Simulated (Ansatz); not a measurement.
# Fe (Im-3m) in Ansatz: a series of runs

The runs below take Fe through band structure, single point, equation of state, with PBE, PBEsol+D4.

Everything below comes from runs of Ansatz 0.2.0. Logs are shortened: lines on timing, memory, paths and dates and some standing lists are left out, and cuts for length are marked.

## (1) The structure

The structure is cubic, space group Im-3m (No. 229). The conventional cell has a = 2.886 Å, b = 2.886 Å, c = 2.886 Å, α = 90.00°, β = 90.00°, γ = 90.00°. Fe (site symmetry m-3m) has 8 Fe at 2.50 Å as nearest neighbours.

## (2) Band structure, PBE, collinear spin, ferromagnetic start

input.yaml reads:

```yaml
crystal:
  lattice:
    - [-1.443, 1.443, 1.443]
    - [1.443, -1.443, 1.443]
    - [1.443, 1.443, -1.443]
  atoms:
    - { symbol: Fe, position: [0.0, 0.0, 0.0], spin: 3.0 }
hamiltonian:
  xc: pbe
  pseudopotentials: { kind: paw }
magnetization:
  spin_polarized: true
kpoints:
  mp_grid: { grid: [13, 13, 13] }
  band_path:
    path:
      - [[0.0, 0.0, 0.0], [0.5, -0.5, 0.5], [0.0, 0.0, 0.5], [0.0, 0.0, 0.0], [0.25, 0.25, 0.25], [0.5, -0.5, 0.5]]
      - [[0.25, 0.25, 0.25], [0.0, 0.0, 0.5]]
    npoints: 14
scf:
  occupations: { method: fermi_dirac, width: 0.05 }
  n_extra_bands: 6
output:
  forces: true
  stress: true
  eigenvalues: true
  fatbands: true
```

Potentials or basis: Ansatz PAW.

The run is started by

```console
$ ansatz run input.yaml --threads 2 --pin off --max-ram 5120MiB --backend cpu --events-out ev --progress --plain --runs-dir out
```

The program printed:

```text
Warning: RAYON_NUM_THREADS=2 ignored (pool sized by the plan → 2); use --threads N
scf.n_extra_bands = 6 over 8 filled bands (N_el = 16.0): the run solves 14 bands
Engine: ansatz 0.2.0, aarch64-unknown-linux-gnu
Pseudopotentials: kind: paw
Pseudopotential: Fe, paw, valence charge 16, recommended cutoff 420 eV (normal), Fe.paw.azcp
Functional definition: PBE
  parameter kappa = 0.804
  parameter beta = 0.06672455060314922
  exchange = pbe_x(kappa = kappa, mu = beta*pi^2/3)
  correlation = pbe_c(beta = beta)
Crystal: 1 atoms, lattice volume = 12.019 Å³
Basis set: ecut = 420 eV, 225 PW (Γ), exchange–correlation on 36×36×36 points (8 copies of the dense FFT grid, shifted against one another)
Bands: 14, of which v1, the nominal top of the filled ones, is band 8 counted from 1 (7 counted from 0)
Symmetry: 48 space group operations
Space group: Im-3m (ITA 229), of the structure as read, at distance tolerance 2.3e-5 Å
Magnetic group: BNS 229.140 (UNI 1642), of the structure as read, at distance tolerance 2.3e-5 Å
k-points: 84 of 2197
Non-local potential: Fe, projectors of the file, l = 0: 3, l = 1: 2, l = 2: 3, l = 3: 1
PAW form: soft (Blöchl's): semilocal exchange-correlation on the pseudo side does not see the compensation charge
PAW one-centre angular grid: Fe, 590 points (default); XC on 64 Gauss nodes
Initial density: superposition of atomic densities (chi_scale 0.1, normalization cell)
Starting moments: Σ|m| = 3 μB on 1 of 1 site
Initial wavefunctions: pseudopotential atomic-orbital guess
Functional: x = pbe(κ = 0.804, μ = 0.2195149727645171), c = pbe(β = 0.06672455060314922)
SCF iter   1: F=—  HF=-4480.577175 eV  |F-HF|=—  |Δ(HF+E_count)|=         —  Δρ=1.25e-1 (↑1.25e-1 ↓4.56e-2)  dr2=1.43e0  dr2_m=4.90e-1  M=2.140 μB ∫|m|=2.182 μB  β_m=0.30  ethr=3.10e-3  ⟨swp⟩=4.6  Hψ=11235  notcnv=0
Mixer restart at iter 1: flushing history
preconditioner: auto → none  [metal: Δε(μ)=0.049 eV  Ē_g=13.886 eV  σ=0.050 eV  W_gap=0.23  n_scr=0 (ndim 8)  ℏωp=30.3 eV  f_vac=0.000  D(μ)=1.12/eV (n_scr^D=12)]
SCF iter   2: F=—  HF=-4479.914344 eV  |F-HF|=—  |Δ(HF+E_count)|=   6.63e-1  Δρ=3.24e-2 (↑3.24e-2 ↓1.60e-2)  dr2=6.50e-2  dr2_m=4.06e-2  M=2.500 μB ∫|m|=2.573 μB  β_m=0.28  ethr=3.10e-3  ⟨swp⟩=3.0  Hψ=5759  notcnv=0  defer=163
SCF iter   3: F=—  HF=-4480.110970 eV  |F-HF|=—  |Δ(HF+E_count)|=   1.97e-1  Δρ=1.79e-2 (↑1.38e-2 ↓1.79e-2)  dr2=3.14e-3  dr2_m=2.52e-2  M=2.382 μB ∫|m|=2.464 μB  β_m=0.59  ethr=4.06e-4  ⟨swp⟩=2.9  Hψ=4644  notcnv=0  defer=170
SCF iter   4: F=—  HF=-4480.443372 eV  |F-HF|=—  |Δ(HF+E_count)|=   3.32e-1  Δρ=7.52e-3 (↑7.52e-3 ↓6.29e-3)  dr2=1.05e-3  dr2_m=4.38e-3  M=2.279 μB ∫|m|=2.399 μB  β_m=0.72  ethr=1.96e-5  ⟨swp⟩=2.8  Hψ=5122  notcnv=0  defer=172
SCF iter   5: F=—  HF=-4480.460571 eV  |F-HF|=—  |Δ(HF+E_count)|=   1.72e-2  Δρ=4.54e-3 (↑3.67e-3 ↓4.54e-3)  dr2=5.31e-3  dr2_m=2.17e-4  M=2.284 μB ∫|m|=2.416 μB  β_m=0.73  ethr=6.57e-6  ⟨swp⟩=2.0  Hψ=5210  notcnv=0  defer=172
SCF iter   6: F=—  HF=-4480.463686 eV  |F-HF|=—  |Δ(HF+E_count)|=   3.12e-3  Δρ=2.46e-3 (↑2.46e-3 ↓1.88e-3)  dr2=3.10e-5  dr2_m=5.19e-4  M=2.253 μB ∫|m|=2.390 μB  β_m=0.87  ethr=6.57e-6  ⟨swp⟩=2.0  Hψ=4445  notcnv=0  defer=171
SCF iter   7: F=—  HF=-4480.463647 eV  |F-HF|=—  |Δ(HF+E_count)|=   3.94e-5  Δρ=1.02e-3 (↑1.02e-3 ↓9.77e-4)  dr2=3.98e-7  dr2_m=1.10e-4  M=2.252 μB ∫|m|=2.389 μB  β_m=0.93  ethr=1.94e-7  ⟨swp⟩=1.9  Hψ=2970  notcnv=0  defer=171
SCF iter   8: F=—  HF=-4480.463640 eV  |F-HF|=—  |Δ(HF+E_count)|=   6.33e-6  Δρ=1.63e-4 (↑1.63e-4 ↓1.09e-4)  dr2=2.98e-7  dr2_m=2.03e-6  M=2.249 μB ∫|m|=2.386 μB  β_m=0.97  ethr=2.48e-9  ⟨swp⟩=2.0  Hψ=3728  notcnv=0  defer=171
SCF iter   9: F=—  HF=-4480.463640 eV  |F-HF|=—  |Δ(HF+E_count)|=   3.37e-7  Δρ=2.64e-5 (↑5.21e-6 ↓2.64e-5)  dr2=8.70e-8  dr2_m=1.30e-8  M=2.249 μB ∫|m|=2.386 μB  β_m=0.98  ethr=1.86e-9  ⟨swp⟩=2.4  Hψ=3431  notcnv=0  defer=171
SCF iter  10: F=-4480.463640 eV  HF=-4480.463640 eV  |F-HF|=9.10e-9  |Δ(HF+E_count)|=   1.27e-8  Δρ=7.59e-6 (↑7.59e-6 ↓3.94e-6)  dr2=1.10e-8  dr2_m=5.09e-10  M=2.248 μB ∫|m|=2.385 μB  ethr=5.44e-10  ⟨swp⟩=4.9  Hψ=8780  notcnv=0
SCF 1 converged in 10 iterations: F = -4480.463640 eV  dr2 = 1.10e-8
NSCF: frozen V_eff on 86 k-points
SCF converged after 10 iterations
Magnetization: 2.2484 μB (9.1242 up, 6.8758 down)
Absolute magnetization: 2.3855 μB (∫|ρ↑−ρ↓|, with the PAW one-centre terms)
Spin contamination: 0.0431 ħ² per cell (⟨S²⟩ above its minimum at these occupations)
Per-site moments (μB) at R_I (Å): [(2.3081478226591243, 1.0309815925702797)]
Free energy (F): -4480.463640 eV
Harris-Foulkes:  -4480.463640 eV  (|F-HF|=9.10e-9)
Internal energy: -4480.453636 eV  (E = F + TS)
E sigma→0 (E₀):  -4480.458638 eV
Entropy (-TS):   -0.010004 eV (-10.004 meV/atom)
Fermi energy:    17.262241 eV
--- Per-component energies (eV) ---
  E_band       = -229.881773
  E_kinetic    = 348.829868
  E_local      = -2133.151082  (includes V_loc(G=0)·N_el)
  E_nonlocal   = 219.163372
  E_hartree    = 892.773821
  E_xc         = -117.291761
  E_vxc        = -150.991359  (∫ρ·V_xc dr)
  E_paw        = -1366.568782  (= ΣΔE_a)
  E_vpaw       = -299.274767  (= ΣTr[D̂ρ^β])
  E_aug_tail   = 0.000890  (compensation charges beyond the density's cutoff)
  E_ewald      = -2324.209962
  E_smearing   = -0.010004  (= −TS)
  E_closure    = 0.000000  (closes the sum)
  Σ components = -4480.463640   (vs F -4480.463640, Δ=0.00e0)
--- Forces (eV/Å), atoms counted from 1 ---
  atom   1  Fe    -0.00000000     0.00000000    -0.00000000
  max |Σ_I F_I| component: 9.24e-32 eV/Å
--- Stress (GPa, compression-positive) ---
       -9.547214       0.000000       0.000000
       -0.000000      -9.547214       0.000000
       -0.000000      -0.000000      -9.547214
  P = ⅓ Tr σ = -9.5472 GPa (-95.472 kbar)
--- Band table (eV; the first three rows and the last of 168) ---
  k-point 0 ↑: bands = ["-70.7485", "-36.5848", "-36.5848", "-36.5848", "9.0894", "15.0816", "15.0816", "15.0816", "16.1919", "16.1919", "41.1681", "41.1681", "41.1681", "46.2514"]
  k-point 1 ↑: bands = ["-70.7449", "-36.6046", "-36.5914", "-36.5847", "9.3245", "15.0204", "15.0759", "15.2032", "16.1332", "16.1968", "39.7528", "40.8331", "41.0187", "45.3384"]
  k-point 2 ↑: bands = ["-70.7350", "-36.6592", "-36.6098", "-36.5846", "10.0019", "14.8537", "15.0274", "15.5506", "16.0332", "16.2134", "36.7327", "39.6358", "40.6886", "43.0989"]
  k-point 83 ↓: bands = ["-67.9103", "-34.1805", "-34.1768", "-34.1768", "14.6331", "14.6551", "19.4632", "19.4632", "19.5550", "26.2884", "27.2334", "27.2334", "33.3975", "33.8550"]
```

Wall time 2.9 s (2 threads of Arm Neoverse V1, shared host); peak memory 0.28 GiB.

Results:

```yaml
Free_energy: -4480.4636 eV
Pressure: -9.5 GPa
Band_gap_on_the_k_mesh: none (metal or under the smearing width)
Net_moment: 2.25 μB per cell
Absolute_moment: 2.39 μB per cell
Site_moments: Fe +2.31 μB
```

Levels at the corners of the path, in eV from the Fermi level:
Spin up:
```
point  band 6  band 7  band 8  band 9  band 10  band 11  band 12  band 13
    Γ   -2.18   -2.18   -2.18   -1.07    -1.07    23.91    23.91    23.91
    H   -4.54    0.06    0.06    0.06     9.46     9.46     9.46    15.05
    N   -3.18   -1.01   -0.90    0.32     0.49     6.85    17.62    19.20
    Γ   -2.18   -2.18   -2.18   -1.07    -1.07    23.91    23.91    23.91
    P   -3.05   -3.05   -0.87   -0.87     8.25     8.25     8.25    10.04
    H   -4.54    0.06    0.06    0.06     9.46     9.46     9.46    15.05
    P   -3.05   -3.05   -0.87   -0.87     8.25     8.25     8.25    10.04
    N   -3.18   -1.01   -0.90    0.32     0.49     6.85    17.62    19.20
```
Spin down:
```
point  band 4  band 5  band 6  band 7  band 8  band 9  band 10  band 11
    Γ  -51.17   -8.04   -0.20   -0.20   -0.20    1.76     1.76    23.65
    H  -51.44   -2.67   -2.67    2.33    2.33    2.33     9.71     9.71
    N  -51.17   -3.35   -1.41    0.55    1.61    2.00     2.62     8.26
    Γ  -51.17   -8.04   -0.20   -0.20   -0.20    1.76     1.76    23.65
    P  -51.36   -1.62   -1.62   -1.62    2.04    2.04     9.13     9.13
    H  -51.44   -2.67   -2.67    2.33    2.33    2.33     9.71     9.71
    P  -51.36   -1.62   -1.62   -1.62    2.04    2.04     9.13     9.13
    N  -51.17   -3.35   -1.41    0.55    1.61    2.00     2.62     8.26
```

## (3) Single point, PBEsol+D4, collinear spin, ferromagnetic start, 11.30 Å³/atom (volume scaled by 0.94)

input.yaml reads:

```yaml
crystal:
  lattice:
    - [-1.4135427549, 1.4135427549, 1.4135427549]
    - [1.4135427549, -1.4135427549, 1.4135427549]
    - [1.4135427549, 1.4135427549, -1.4135427549]
  atoms:
    - { symbol: Fe, position: [0.0, 0.0, 0.0], spin: 3.0 }
hamiltonian:
  xc: pbesol
  pseudopotentials: { kind: paw }
  dispersion: d4
magnetization:
  spin_polarized: true
kpoints:
  mp_grid: { grid: [13, 13, 13] }
scf:
  occupations: { method: fermi_dirac, width: 0.05 }
output:
  forces: true
  stress: true
  eigenvalues: true
```

Potentials or basis: Ansatz PAW.

The run is started by

```console
$ ansatz run input.yaml --threads 2 --pin off --max-ram 5120MiB --backend cpu --events-out ev --progress --plain --runs-dir out
```

It took 2.2 s on 2 threads of Arm Neoverse V1, shared host; peak memory 0.28 GiB.

Results (log left out):

```
Free energy            : -4449.0407 eV
Pressure               : -12.0 GPa
Band gap on the k mesh : none (metal or under the smearing width)
Net moment             : 2.12 μB per cell
Absolute moment        : 2.22 μB per cell
Site moments           : Fe +2.16 μB
```

Caveat: pairwise dispersion overbinds metals, which lowers pressure and volume; the PAW data sets come from PBE, with cores solved anew for the run's functional, which leaves a small shift of forces and pressure.

## (4) Single point, PBEsol+D4, collinear spin, ferromagnetic start, 11.54 Å³/atom (volume scaled by 0.96)

input.yaml: that of step 3 with these lines changed.

```diff
@@ -2,5 +2,5 @@
   lattice:
-    - [-1.4135427549, 1.4135427549, 1.4135427549]
-    - [1.4135427549, -1.4135427549, 1.4135427549]
-    - [1.4135427549, 1.4135427549, -1.4135427549]
+    - [-1.4234976093, 1.4234976093, 1.4234976093]
+    - [1.4234976093, -1.4234976093, 1.4234976093]
+    - [1.4234976093, 1.4234976093, -1.4234976093]
   atoms:
@@ -21 +21,5 @@
   eigenvalues: true
+  write_density: true
+  write_potential: true
+  elf: true
+  volumetric_format: npy
```

The run is started by

```console
$ ansatz run input.yaml --threads 2 --pin off --max-ram 5120MiB --backend cpu --events-out ev --progress --plain --runs-dir out
```

Wall time 2.5 s (2 threads of Arm Neoverse V1, shared host); peak memory 0.29 GiB.

Results (log left out):

```
Free energy            : -4449.0200 eV
Pressure               : -15.5 GPa
Band gap on the k mesh : none (metal or under the smearing width)
Net moment             : 2.16 μB per cell
Absolute moment        : 2.26 μB per cell
Site moments           : Fe +2.20 μB
```

Caveat: pairwise dispersion overbinds metals, which lowers pressure and volume; the PAW data sets come from PBE, with cores solved anew for the run's functional, which leaves a small shift of forces and pressure.

## (5) Single point, PBEsol+D4, collinear spin, ferromagnetic start, 11.78 Å³/atom (volume scaled by 0.98)

input.yaml reads:

```yaml
crystal:
  lattice:
    - [-1.4333151444, 1.4333151444, 1.4333151444]
    - [1.4333151444, -1.4333151444, 1.4333151444]
    - [1.4333151444, 1.4333151444, -1.4333151444]
  atoms:
    - { symbol: Fe, position: [0.0, 0.0, 0.0], spin: 3.0 }
hamiltonian:
  xc: pbesol
  pseudopotentials: { kind: paw }
  dispersion: d4
magnetization:
  spin_polarized: true
kpoints:
  mp_grid: { grid: [13, 13, 13] }
scf:
  occupations: { method: fermi_dirac, width: 0.05 }
output:
  forces: true
  stress: true
  eigenvalues: true
```

The run is started by

```console
$ ansatz run input.yaml --threads 2 --pin off --max-ram 5120MiB --backend cpu --events-out ev --progress --plain --runs-dir out
```

Wall time 2.2 s (2 threads of Arm Neoverse V1, shared host); peak memory 0.28 GiB.

The run converged. Its results:

| Property | Result |
| --- | --- |
| Free energy | -4448.9946 eV |
| Pressure | -18.3 GPa |
| Band gap on the k mesh | none (metal or under the smearing width) |
| Net moment | 2.20 μB per cell |
| Absolute moment | 2.31 μB per cell |
| Site moments | Fe +2.24 μB |

Caveat: pairwise dispersion overbinds metals, which lowers pressure and volume; the PAW data sets come from PBE, with cores solved anew for the run's functional, which leaves a small shift of forces and pressure.

## (6) Single point, PBEsol+D4, collinear spin, ferromagnetic start, 12.02 Å³/atom

input.yaml: that of step 5 with these lines changed.

```diff
@@ -2,5 +2,5 @@
   lattice:
-    - [-1.4333151444, 1.4333151444, 1.4333151444]
-    - [1.4333151444, -1.4333151444, 1.4333151444]
-    - [1.4333151444, 1.4333151444, -1.4333151444]
+    - [-1.443, 1.443, 1.443]
+    - [1.443, -1.443, 1.443]
+    - [1.443, 1.443, -1.443]
   atoms:
@@ -21 +21,5 @@
   eigenvalues: true
+  write_density: true
+  write_potential: true
+  elf: true
+  volumetric_format: npy
```

Potentials or basis: Ansatz PAW.

The run is started by

```console
$ ansatz run input.yaml --threads 2 --pin off --max-ram 5120MiB --backend cpu --events-out ev --progress --plain --runs-dir out
```

Wall time 2.6 s (2 threads of Arm Neoverse V1, shared host); peak memory 0.29 GiB.

The run converged. Its results:

- Free energy: -4448.9655 eV
- Pressure: -20.3 GPa
- Band gap on the k mesh: none (metal or under the smearing width)
- Net moment: 2.26 μB per cell
- Absolute moment: 2.38 μB per cell
- Site moments: Fe +2.31 μB

Caveat: pairwise dispersion overbinds metals, which lowers pressure and volume; the PAW data sets come from PBE, with cores solved anew for the run's functional, which leaves a small shift of forces and pressure.

## (7) Single point, PBEsol+D4, collinear spin, ferromagnetic start, 12.26 Å³/atom (volume scaled by 1.02)

input.yaml: that of step 6 with these lines changed.

```diff
@@ -2,5 +2,5 @@
   lattice:
-    - [-1.443, 1.443, 1.443]
-    - [1.443, -1.443, 1.443]
-    - [1.443, 1.443, -1.443]
+    - [-1.4525565699, 1.4525565699, 1.4525565699]
+    - [1.4525565699, -1.4525565699, 1.4525565699]
+    - [1.4525565699, 1.4525565699, -1.4525565699]
   atoms:
```

The run is started by

```console
$ ansatz run input.yaml --threads 2 --pin off --max-ram 5120MiB --backend cpu --events-out ev --progress --plain --runs-dir out
```

It took 2.5 s on 2 threads of Arm Neoverse V1, shared host; peak memory 0.29 GiB.

Results (log left out):

```
Free energy            : -4448.9338 eV
Pressure               : -21.9 GPa
Band gap on the k mesh : none (metal or under the smearing width)
Net moment             : 2.33 μB per cell
Absolute moment        : 2.45 μB per cell
Site moments           : Fe +2.38 μB
```

Caveat: pairwise dispersion overbinds metals, which lowers pressure and volume; the PAW data sets come from PBE, with cores solved anew for the run's functional, which leaves a small shift of forces and pressure.

## (8) Single point, PBEsol+D4, collinear spin, ferromagnetic start, 12.50 Å³/atom (volume scaled by 1.04)

input.yaml reads:

```yaml
crystal:
  lattice:
    - [-1.4619890197, 1.4619890197, 1.4619890197]
    - [1.4619890197, -1.4619890197, 1.4619890197]
    - [1.4619890197, 1.4619890197, -1.4619890197]
  atoms:
    - { symbol: Fe, position: [0.0, 0.0, 0.0], spin: 3.0 }
hamiltonian:
  xc: pbesol
  pseudopotentials: { kind: paw }
  dispersion: d4
magnetization:
  spin_polarized: true
kpoints:
  mp_grid: { grid: [13, 13, 13] }
scf:
  occupations: { method: fermi_dirac, width: 0.05 }
output:
  forces: true
  stress: true
  eigenvalues: true
```

The run is started by

```console
$ ansatz run input.yaml --threads 2 --pin off --max-ram 5120MiB --backend cpu --events-out ev --progress --plain --runs-dir out
```

Run time: 2.2 s. Hardware: 2 threads of Arm Neoverse V1, shared host; peak memory 0.28 GiB.

It converged, with:

```
Free energy            : -4448.8999 eV
Pressure               : -23.1 GPa
Band gap on the k mesh : none (metal or under the smearing width)
Net moment             : 2.40 μB per cell
Absolute moment        : 2.52 μB per cell
Site moments           : Fe +2.45 μB
```

Caveat: pairwise dispersion overbinds metals, which lowers pressure and volume; the PAW data sets come from PBE, with cores solved anew for the run's functional, which leaves a small shift of forces and pressure.

## (9) Single point, PBEsol+D4, collinear spin, ferromagnetic start, 12.74 Å³/atom (volume scaled by 1.06)

input.yaml: that of step 8 with these lines changed.

```diff
@@ -2,5 +2,5 @@
   lattice:
-    - [-1.4619890197, 1.4619890197, 1.4619890197]
-    - [1.4619890197, -1.4619890197, 1.4619890197]
-    - [1.4619890197, 1.4619890197, -1.4619890197]
+    - [-1.4713013028, 1.4713013028, 1.4713013028]
+    - [1.4713013028, -1.4713013028, 1.4713013028]
+    - [1.4713013028, 1.4713013028, -1.4713013028]
   atoms:
```

Potentials or basis: Ansatz PAW.

The run is started by

```console
$ ansatz run input.yaml --threads 2 --pin off --max-ram 5120MiB --backend cpu --events-out ev --progress --plain --runs-dir out
```

It took 2.5 s on 2 threads of Arm Neoverse V1, shared host; peak memory 0.28 GiB.

Results (log left out):

* Free energy: -4448.8650 eV
* Pressure: -23.3 GPa
* Band gap on the k mesh: none (metal or under the smearing width)
* Net moment: 2.50 μB per cell
* Absolute moment: 2.63 μB per cell
* Site moments: Fe +2.56 μB

Caveat: pairwise dispersion overbinds metals, which lowers pressure and volume; the PAW data sets come from PBE, with cores solved anew for the run's functional, which leaves a small shift of forces and pressure.

## (10) Equation of state, PBEsol+D4, collinear spin, ferromagnetic start

This step only gathers the single runs of the series.

What came out:

```yaml
Equilibrium_volume: "10.75 Å³/atom (rough: see the caveat)"
Bulk_modulus: 294 GPa (rough)
```

Energy against volume, from the lowest point:
| volume (Å³/atom) | energy (meV/atom) |
| --- | --- |
| 11.298 | 0.00 |
| 11.538 | 20.68 |
| 11.778 | 46.12 |
| 12.019 | 75.16 |
| 12.259 | 106.90 |
| 12.499 | 140.81 |
| 12.740 | 175.74 |

Caveat: the fit is doubtful: noisy points or a state that changes with volume; the minimum lies outside the volumes run.
